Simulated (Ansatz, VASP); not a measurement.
**One calculation of BiTe, two programs**

```
CELL_PARAMETERS angstrom
0.00000 3.33943 3.33943
3.33943 0.00000 3.33943
3.33943 3.33943 0.00000
ATOMIC_POSITIONS crystal
Bi 0.00000 0.00000 0.00000
Te 0.50000 0.50000 0.50000
```

Alike in both runs: task single point; functional PBE; k mesh 6 × 6 × 6; occupations fermi-dirac, width 0.1 eV; no spin polarisation.

```csv
,VASP,Ansatz
version,VASP 6.6.1,Ansatz 0.2.0
potentials or method,"VASP PAW PBE potentials, release 64 (Bi_d, Te)","plane waves, PAW"
plane-wave cutoff (eV),520,435
valence electrons in the cell,21,31
```

VASP gave:

- pressure (GPa): -3.1

Problem. Estimate Ansatz's values.

Solution. Pressure (GPa): -3.0.

With one functional, cell and mesh, what is left measures potentials, basis and numerics. The two sets of potentials don't hold the same shells in valence. Ansatz warned: «stress_scf_threshold_loose».
